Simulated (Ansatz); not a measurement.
**CrCuO2 (C2/m): equation of state**

An exercise on one series of results from a longer session: the logs are not shown, and one member is left open.

Method: DFT r²SCAN, scalar-relativistic, plane waves, PAW, in Ansatz 0.2.0.

## Starting point

Symmetry: C2/m, No. 12, monoclinic system. Conventional cell: a = 5.087 Å, b = 2.982 Å, c = 5.943 Å, α = 90.00°, β = 106.20°, γ = 90.00°. Cr (site symmetry 2/m) is surrounded by 6 O at 1.99 Å. Cu (site symmetry 2/m) is surrounded by 2 O at 1.84 Å. O (site symmetry m) has 1 Cu at 1.84 Å and 3 Cr at 1.99 Å as nearest neighbours.

Cell or atoms stand a little off a more symmetric structure (R-3m at a tolerance of 0.3 Å), so results at this geometry aren't those of that ideal crystal.

As a file:

```
Cr Cu O
1.0
    -4.40565   -2.54360    0.01689
     1.49085   -2.58223    0.00000
     1.45249    0.83860    5.70185
Cr Cu O
2 2 4
Direct
  0.50000 0.00000 0.50000
  0.00000 0.50000 0.50000
  0.00000 0.00000 0.00000
  0.50000 0.50000 0.00000
  0.10611 0.00000 0.32199
  0.89389 0.00000 0.67801
  0.60611 0.50000 0.32199
  0.39389 0.50000 0.67801
```

An earlier run at r²SCAN left this cell at 10.822 Å³/atom and 0.02 GPa (6×8×4 mesh). The large moments point both ways and cancel.

Volume factors to run: 0.980, 1.020, 0.960, 1.040.

The first run:

Input file input.yaml:

```yaml
crystal:
  lattice:
    - [-4.3760805559, -2.526531287, 0.0167719913]
    - [1.4808431548, -2.564895582, 0.0]
    - [1.4427443459, 0.8329688365, 5.6635815668]
  atoms:
    - { symbol: Cr, position: [0.5, 0.0, 1.5], spin: 2.65 }
    - { symbol: Cu, position: [0.0, 0.0, 0.0], spin: -0.05 }
    - { symbol: O, position: [0.106114755, 0.0, 0.3219932796] }
    - { symbol: O, position: [0.893885245, 0.0, 2.6780067204] }
    - { symbol: Cr, position: [1.0, 0.5, 1.5], spin: -2.65 }
    - { symbol: Cu, position: [0.5, 0.5, 0.0], spin: 0.05 }
    - { symbol: O, position: [0.6061147553, 0.5, 0.3219932803] }
    - { symbol: O, position: [1.3938852447, 0.5, 2.6780067197] }
basis:
  ecutwfc: 500
  ecutrho_ratio: 4
kpoints:
  mp_grid: { grid: [6, 8, 4] }
hamiltonian:
  xc: r2scan
scf:
  occupations: { method: gaussian, width: 0.05 }
output:
  forces: true
  stress: true
  eigenvalues: true
  populations: true
magnetization:
  spin_polarized: true
relax:
  f_tol: 0.01
  max_steps: 40
  cell: { stress_tol: 0.1, fix: [volume] }
```

Command:

```sh
ansatz run input.yaml --threads 4 --pin off --max-ram 10240MiB --backend cpu --events-out ev --progress --plain --runs-dir out
```

Among the steps run: Scaling the volume by 0.980; Volume × 1.020; Scaling the volume by 0.960; Scaling the volume by 1.040.

One of the session's tables, all rows but one given; the rest of the session is left out.

It belongs to the step «The fit». 

```
volume (Å³/atom)  energy (meV/atom)  pressure (GPa)  gap (eV)  moment of atom 1 (μB)
          10.389               9.07            6.90      1.93                   2.37
          10.605               2.21            3.31      1.95                   2.39
          10.822               0.00            0.02      1.96                   2.41
          11.038                  ?               ?         ?                      ?
          11.254               8.06           -5.80      1.96                   2.45
```

Q: Estimate the row for volume (Å³/atom) = 11.038 from the others.

Worked estimate for «energy (meV/atom)». A straight line through the neighbours (10.822, 0.00) and (11.254, 8.06) gives 0.00 + (8.06 − 0.00) × (11.038 − 10.822) / (11.254 − 10.822) = 4.03; a parabola fitted to 3 rows on both sides gives 1.96.

As computed: energy (meV/atom): 2.07; pressure (GPa): -3.02; gap (eV): 1.96; moment of atom 1 (μB): 2.43. In «energy (meV/atom)» the line misses by +1.96 and the parabola by -0.11.

Caveats from the session: Warnings in the runs' records: anti translation declined, stability check not made.
